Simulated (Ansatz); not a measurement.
**Step by step: CsH, relaxation of cell and atoms**

The calculation used Ansatz 0.2.0, DFT, PBE, PAW with Ansatz's default frozen-core files, scalar-relativistic.

Command: `ansatz run input.yaml --threads 1 --pin off --max-ram 2048MiB --backend cpu --events-out ev --progress --plain --runs-dir out` The run took about 25 s on 1 thread of a shared machine.

```yaml
crystal:
  lattice:
    - [0.0, 2.8389336554, 2.8389336554]
    - [2.8389336554, 0.0, 2.8389336554]
    - [2.8389336554, 2.8389336554, 0.0]
  atoms:
    - { symbol: Cs, position: [0.0, 0.0, 0.0] }
    - { symbol: H, position: [0.25, 0.25, 0.25] }
kpoints:
  mp_grid: { grid: [11, 11, 11] }
scf:
  occupations: { method: fermi_dirac, width: 0.05 }
hamiltonian:
  xc: pbe
  pseudopotentials: { kind: paw }
output:
  forces: true
  stress: true
  write_density: true
  write_potential: true
  elf: true
  volumetric_format: npy
relax:
  f_tol: 0.005
  max_steps: 80
  cell: {}
```

No spin–orbit coupling, which matters for the heavy atoms here.

The cell is built from the zincblende type as a first guess.

The cutoff is 420 eV; energies and pressures of the walk include the program's estimate of the Pulay term.

Each frame lists the cell vectors (Å), then Cartesian positions (Å); symmetry keeps all forces zero. Free energies count from the first step, -5685.9356 eV.

The walk took 11 evaluations in all; steps that aren't listed are left out.

Step 1: E = 0.0 meV, P = 11.52 GPa

```
cell 0.0000 2.8389 2.8389 2.8389 0.0000 2.8389 2.8389 2.8389 0.0000
Cs    0.0000    0.0000    0.0000
H     1.4195    1.4195    1.4195
```

Step 2: E = -397.8 meV, P = 7.06 GPa

```
cell 0.0000 2.9773 2.9773 2.9773 0.0000 2.9773 2.9773 2.9773 0.0000
Cs    0.0000    0.0000    0.0000
H     1.4887    1.4887    1.4887
```

Step 3: E = -656.5 meV, P = 4.00 GPa

```
cell 0.0000 3.1157 3.1157 3.1157 0.0000 3.1157 3.1157 3.1157 0.0000
Cs    0.0000    0.0000    0.0000
H     1.5579    1.5579    1.5579
```

Step 4: E = -808.1 meV, P = 1.84 GPa

```
cell 0.0000 3.2577 3.2577 3.2577 0.0000 3.2577 3.2577 3.2577 0.0000
Cs    0.0000    0.0000    0.0000
H     1.6288    1.6288    1.6288
```

Step 5: E = -868.1 meV, P = 0.41 GPa

```
cell 0.0000 3.3961 3.3961 3.3961 0.0000 3.3961 3.3961 3.3961 0.0000
Cs    0.0000    0.0000    0.0000
H     1.6980    1.6980    1.6980
```

Step 6: E = -872.1 meV, P = 0.05 GPa

```
cell 0.0000 3.4404 3.4404 3.4404 0.0000 3.4404 3.4404 3.4404 0.0000
Cs    0.0000    0.0000    0.0000
H     1.7202    1.7202    1.7202
```

Step 7: E = -872.1 meV, P = 0.01 GPa

```
cell 0.0000 3.4465 3.4465 3.4465 0.0000 3.4465 3.4465 3.4465 0.0000
Cs    0.0000    0.0000    0.0000
H     1.7233    1.7233    1.7233
```

Step 8: E = -909.0 meV, P = 0.32 GPa (the cell of the step before, solved again on a basis chosen afresh, hence the jump)

Step 9: E = -912.2 meV, P = 0.06 GPa

```
cell 0.0000 3.4900 3.4900 3.4900 0.0000 3.4900 3.4900 3.4900 0.0000
Cs    0.0000    0.0000    0.0000
H     1.7450    1.7450    1.7450
```

(1) How does the relaxation end?

Results:

(1) It converges, with a = 7.000 Å, b = 7.000 Å, c = 7.000 Å, α = 90.00°, β = 90.00°, γ = 90.00° (conventional cell, space group F-43m). The last solve (on a basis chosen afresh for the final cell, so its energy is not quite comparable) gives E = -912.8 meV, P = 0.00 GPa:
```
cell 0.0000 3.4998 3.4998 3.4998 0.0000 3.4998 3.4998 3.4998 0.0000
Cs    0.0000    0.0000    0.0000
H     1.7499    1.7499    1.7499
```
